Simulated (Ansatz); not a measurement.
# MgSi (P4/mmm) in Ansatz: notebook

The runs below take MgSi through band structure, with r2SCAN, HSE06.

All numbers are computed with Ansatz 0.2.0; they aren't measurements. Logs are shortened: lines on timing, memory, paths and dates and some standing lists are left out, and cuts for length are marked.

## 1. Starting point

Symmetry: P4/mmm, No. 123, tetragonal system. The conventional cell has a = 2.908 Å, b = 2.908 Å, c = 4.103 Å, α = 90.00°, β = 90.00°, γ = 90.00°. Si (site symmetry 4/mmm) is surrounded by 8 Mg at 2.90 Å and 4 Si at 2.91 Å. Around Mg (site symmetry 4/mmm) lie 8 Si at 2.90 Å and 4 Mg at 2.91 Å.

The cell comes from a database or a generator and needn't be the stable form of this composition.

## 2. Band structure, r2SCAN

Input file input.yaml:

```yaml
crystal:
  lattice:
    - [2.908394, 0.0, 0.0]
    - [0.0, 2.908394, 0.0]
    - [0.0, 0.0, 4.103427]
  atoms:
    - { symbol: Si, position: [0.5, 0.5, 0.5] }
    - { symbol: Mg, position: [0.0, 0.0, 0.0] }
hamiltonian:
  xc: r2scan
  pseudopotentials: { kind: paw }
kpoints:
  mp_grid: { grid: [5, 5, 4] }
  band_path:
    path:
      - [[0.0, 0.0, 0.0], [0.0, 0.5, 0.0], [0.5, 0.5, 0.0], [0.0, 0.0, 0.0], [0.0, 0.0, 0.5], [0.0, 0.5, 0.5], [0.5, 0.5, 0.5], [0.0, 0.0, 0.5]]
      - [[0.0, 0.5, 0.0], [0.0, 0.5, 0.5]]
      - [[0.5, 0.5, 0.0], [0.5, 0.5, 0.5]]
    npoints: 14
scf:
  occupations: { method: fermi_dirac, width: 0.05 }
  n_extra_bands: 6
output:
  forces: true
  stress: true
  eigenvalues: true
  fatbands: false
```

Potentials or basis: Ansatz PAW.

The run is started by

```
$ ansatz run input.yaml --threads 2 --pin off --max-ram 5632MiB --backend cpu --events-out ev --progress --plain --runs-dir out
```

Log:

```text
Warning: RAYON_NUM_THREADS=2 ignored (pool sized by the plan → 2); use --threads N
scf.n_extra_bands = 6 over 7 filled bands (N_el = 14.0): the run solves 13 bands
Engine: ansatz 0.2.0, aarch64-unknown-linux-gnu
Pseudopotentials: kind: paw
Pseudopotential: Si, paw, valence charge 4, recommended cutoff 500 eV (meta_gga), Si.paw.azcp
Pseudopotential: Mg, paw, valence charge 10, recommended cutoff 500 eV (meta_gga), Mg.paw.azcp
Functional definition: r2SCAN
  parameter k0 = 0.174
  parameter k1 = 0.065
  parameter a1 = 4.9479
  exchange = r2scan_x(k0 = k0, k1 = k1, a1 = a1)
  correlation = r2scan_c
Crystal: 2 atoms, lattice volume = 34.710 Å³
Basis set: ecut = 500 eV, 903 PW (Γ), exchange–correlation on 96×96×120 points (64 copies of the dense FFT grid, shifted against one another)
Bands: 13, of which v1, the nominal top of the filled ones, is band 7 counted from 1 (6 counted from 0)
Symmetry: 16 space group operations
Space group: P4/mmm (ITA 123), of the structure as read, at distance tolerance 3.3e-5 Å
k-points: 18 of 100
Non-local potential: Si, projectors of the file, l = 0: 2, l = 1: 2, l = 2: 2
Non-local potential: Mg, projectors of the file, l = 0: 3, l = 1: 2, l = 2: 1
PAW form: soft (Blöchl's): semilocal exchange-correlation on the pseudo side does not see the compensation charge
PAW frozen core: Si, regenerated for the run's functional (the file was generated under x = pbe(κ = 0.804, μ = 0.2195149727645171), c = pbe(β = 0.06672455060314922))
PAW frozen core: Mg, regenerated for the run's functional (the file was generated under x = pbe(κ = 0.804, μ = 0.2195149727645171), c = pbe(β = 0.06672455060314922))
PAW one-centre angular grid: Si, 302 points (default); XC on 160 Gauss nodes
PAW one-centre angular grid: Mg, 302 points (default); XC on 224 Gauss nodes
Initial density: superposition of atomic densities (neutral atoms: chi_scale 0, normalization atom), corrected by the library's trained network
Initial wavefunctions: pseudopotential atomic-orbital guess
Functional: x = r2scan, c = r2scan; τ floored in thin density (d = 2e-4 eV/Å³)
SCF iter   1: F=—  HF=-2565.005506 eV  |F-HF|=—  |Δ(HF+E_count)|=         —  Δρ=7.20e-3  dr2=1.16e-2  dr2_τ=3.04e-3  ethr=1.77e-3  ⟨swp⟩=5.7  Hψ=1476  notcnv=0  defer=1
preconditioner: auto → none  [insulator: Δε(μ)=0.136 eV  Ē_g=11.501 eV  σ=0.050 eV  W_gap=0.59  n_scr=6 (ndim 8)  ℏωp=15.4 eV  f_vac=0.000  D(μ)=1.50/eV (n_scr^D=14)  ε∞_Penn≈2.8]
SCF iter   2: F=—  HF=-2565.029622 eV  |F-HF|=—  |Δ(HF+E_count)|=   2.41e-2  Δρ=2.95e-3  dr2=3.06e-3  dr2_τ=3.72e-5  ethr=8.26e-5  ⟨swp⟩=2.0  Hψ=589  notcnv=0  defer=23
SCF iter   3: F=—  HF=-2565.030552 eV  |F-HF|=—  |Δ(HF+E_count)|=   9.30e-4  Δρ=1.32e-3  dr2=5.35e-4  dr2_τ=5.52e-6  ethr=2.19e-5  ⟨swp⟩=2.3  Hψ=270  notcnv=0  defer=23
SCF iter   4: F=—  HF=-2565.030957 eV  |F-HF|=—  |Δ(HF+E_count)|=   4.05e-4  Δρ=2.03e-4  dr2=1.35e-5  dr2_τ=2.82e-7  ethr=3.82e-6  ⟨swp⟩=2.0  Hψ=260  notcnv=0  defer=23
SCF iter   5: F=—  HF=-2565.030972 eV  |F-HF|=—  |Δ(HF+E_count)|=   1.46e-5  Δρ=4.87e-5  dr2=7.76e-7  dr2_τ=3.09e-9  ethr=9.62e-8  ⟨swp⟩=2.1  Hψ=267  notcnv=0  defer=23
SCF iter   6: F=-2565.030974 eV  HF=-2565.030974 eV  |F-HF|=2.04e-8  |Δ(HF+E_count)|=   1.73e-6  Δρ=6.95e-6  dr2=2.49e-8  dr2_τ=1.74e-10  ethr=7.14e-10  ⟨swp⟩=9.1  Hψ=1226  notcnv=0
SCF 1 converged in 6 iterations: F = -2565.030974 eV  dr2 = 2.49e-8
NSCF: frozen V_eff on 129 k-points
SCF converged after 6 iterations
Free energy (F): -2565.030974 eV
Harris-Foulkes:  -2565.030974 eV  (|F-HF|=2.04e-8)
Internal energy: -2565.016854 eV  (E = F + TS)
E sigma→0 (E₀):  -2565.023914 eV
Entropy (-TS):   -0.014120 eV (-7.060 meV/atom)
Fermi energy:    8.430523 eV
--- Per-component energies (eV) ---
  E_band       = -336.106183
  E_kinetic    = 115.235640
  E_local      = -1654.828124  (includes V_loc(G=0)·N_el)
  E_nonlocal   = 120.319588
  E_hartree    = 606.585294
  E_xc         = -78.606277
  E_vxc        = -89.337635  (∫ρ·V_xc dr)
  E_paw        = -815.251492  (= ΣΔE_a)
  E_vpaw       = -45.311328  (= ΣTr[D̂ρ^β])
  E_aug_tail   = 0.000004  (compensation charges beyond the density's cutoff)
  E_vtau       = 4.641967  (kinetic-family band-sum trace: ∫τ·v_τ [+ j·A + Jᵃ·Aᵃ] dr)
  E_ewald      = -858.368845
  E_core_change = -0.102641  (= ΣΔE_core)
  E_smearing   = -0.014120  (= −TS)
  E_closure    = -0.000000  (closes the sum)
  Σ components = -2565.030974   (vs F -2565.030974, Δ=0.00e0)
--- Forces (eV/Å), atoms counted from 1 ---
  atom   1  Si     0.00000000     0.00000000     0.00000000
  atom   2  Mg     0.00000000    -0.00000000     0.00000000
  max |Σ_I F_I| component: 1.97e-31 eV/Å
--- Stress (GPa, compression-positive) ---
       -1.592667       0.000000       0.000000
        0.000000      -1.592667       0.000000
        0.000000       0.000000       0.824711
  P = ⅓ Tr σ = -0.7869 GPa (-7.869 kbar)
--- Band table (eV; the first three rows and the last of 18) ---
  k-point 0: bands = ["-70.8587", "-35.9504", "-35.9442", "-35.9442", "-3.5214", "5.3583", "7.5429", "13.0670", "13.0670", "14.0703", "17.6577", "21.6166", "21.6166"]
  k-point 1: bands = ["-70.8587", "-35.9510", "-35.9442", "-35.9442", "-3.0916", "2.6089", "11.4276", "13.2928", "13.2928", "14.5740", "18.0667", "19.5906", "19.6518"]
  k-point 2: bands = ["-70.8587", "-35.9515", "-35.9442", "-35.9442", "-2.4472", "0.9097", "13.5678", "13.5678", "15.4804", "16.6244", "17.3976", "17.6309", "18.4943"]
  k-point 17: bands = ["-70.8522", "-35.9831", "-35.9828", "-35.9421", "2.8779", "6.1293", "6.1992", "7.2430", "10.0487", "10.6885", "11.6659", "15.9521", "21.6388"]
```

bands.tsv:

```text
# k_distance	band_0	band_1	band_2	band_3	band_4	band_5	band_6	band_7	band_8	band_9	band_10	band_11	band_12
# fermi_ev = 8.430523
# lock_threshold_ev = 1e-6
# [0, 0, 0] at k_distance = 0.000000
# [0, 0.5, 0] at k_distance = 1.080181
[... 141 lines left out ...]
9.454002	-79.282087	-44.417402	-44.417402	-44.371503	-3.755193	-2.773466	-2.773466	-0.122598	1.323384	1.823966	1.823966	6.504388	12.211256
9.508688	-79.282082	-44.417392	-44.417392	-44.371561	-3.634109	-2.695239	-2.695239	-0.376583	1.406855	1.596895	1.596895	6.288837	12.901760
9.563374	-79.282086	-44.417388	-44.417388	-44.371609	-3.532097	-2.632474	-2.632474	-0.574370	1.427705	1.427705	1.473250	6.127141	13.559064
9.618060	-79.282091	-44.417384	-44.417384	-44.371639	-3.462665	-2.591569	-2.591569	-0.701584	1.322909	1.322909	1.516207	6.026645	14.106178
9.672745	-79.282090	-44.417383	-44.417383	-44.371648	-3.437851	-2.577332	-2.577332	-0.745707	1.287370	1.287370	1.531100	5.992526	14.347126
```

Wall time 2 s (2 threads of Arm Neoverse V2, shared host); peak memory 0.33 GiB.

Results:

| Property | Result |
| --- | --- |
| Free energy | -2565.0310 eV |
| Pressure | -0.8 GPa |
| Band gap on the k mesh | none (metal or under the smearing width) |

Stress tensor (GPa, compression positive):
```
-1.59  0.00  0.00
 0.00 -1.59  0.00
 0.00  0.00  0.82
```

Levels at the corners of the path, in eV from the Fermi level:
```
point  band 5  band 6  band 7  band 8  band 9  band 10
    Γ  -11.95   -3.07   -0.89    4.64    4.64     5.64
    X   -8.39   -6.23   -0.22    2.73    3.09     4.61
    M   -4.57   -3.37   -3.37    0.66    2.87     5.78
    Γ  -11.95   -3.07   -0.89    4.64    4.64     5.64
    Z  -10.88   -7.52    5.14    5.14    7.05     8.19
    R   -7.44   -5.25   -4.11   -1.47    7.62    10.60
    A   -3.44   -2.58   -2.58   -0.75    1.29     1.29
    Z  -10.88   -7.52    5.14    5.14    7.05     8.19
    X   -8.39   -6.23   -0.22    2.73    3.09     4.61
    R   -7.44   -5.25   -4.11   -1.47    7.62    10.60
    M   -4.57   -3.37   -3.37    0.66    2.87     5.78
    A   -3.44   -2.58   -2.58   -0.75    1.29     1.29
```

Caveat: the k mesh is coarse (spacing up to 0.43 Å⁻¹), so the values aren't converged; the PAW data sets come from PBE, with cores solved anew for the run's functional, which leaves a small shift of forces and pressure.

## 3. Band structure, HSE06

Changes to input.yaml since step 2:

```diff
@@ -9,3 +9,3 @@
 hamiltonian:
-  xc: r2scan
+  xc: hse06
   pseudopotentials: { kind: paw }
@@ -18,3 +18,3 @@
       - [[0.5, 0.5, 0.0], [0.5, 0.5, 0.5]]
-    npoints: 14
+    npoints: 4
 scf:
```

Potentials or basis: Ansatz PAW.

The run is started by

```
$ ansatz run input.yaml --threads 2 --pin off --max-ram 5632MiB --backend cpu --events-out ev --progress --plain --runs-dir out
```

Run time: 43 s. Hardware: 2 threads of Arm Neoverse V2, shared host; peak memory 0.59 GiB.

The run converged. Its results:

- Free energy: -2559.9172 eV
- Pressure: -0.5 GPa
- Band gap on the k mesh: none (metal or under the smearing width)

Stress tensor (GPa, compression positive):
```
-2.21  0.00  0.00
 0.00 -2.21  0.00
 0.00  0.00  2.92
```

Levels at the corners of the path, in eV from the Fermi level:
```tsv
point	band 4	band 5	band 6	band 7	band 8	band 9	band 10	band 11
Γ	-46.62	-12.85	-3.44	-1.02	4.89	4.89	5.86	9.07
X	-46.62	-9.08	-6.75	-0.37	2.87	3.22	4.67	7.34
M	-46.61	-5.04	-3.60	-3.60	0.55	2.95	6.06	6.06
Γ	-46.62	-12.85	-3.44	-1.02	4.89	4.89	5.86	9.07
Z	-46.62	-11.73	-8.18	5.47	5.47	7.31	8.36	9.14
R	-46.62	-8.08	-5.65	-4.43	-1.62	7.97	10.79	11.23
A	-46.61	-3.92	-2.75	-2.75	-0.82	1.44	1.44	1.50
Z	-46.62	-11.73	-8.18	5.47	5.47	7.31	8.36	9.14
X	-46.62	-9.08	-6.75	-0.37	2.87	3.22	4.67	7.34
R	-46.62	-8.08	-5.65	-4.43	-1.62	7.97	10.79	11.23
M	-46.61	-5.04	-3.60	-3.60	0.55	2.95	6.06	6.06
A	-46.61	-3.92	-2.75	-2.75	-0.82	1.44	1.44	1.50
```

Caveat: the k mesh is coarse (spacing up to 0.43 Å⁻¹), so the values aren't converged, least of all with exact exchange; the PAW data sets come from PBE, with cores solved anew for the run's functional, which leaves a small shift of forces and pressure; the thresholds are loose for stress.
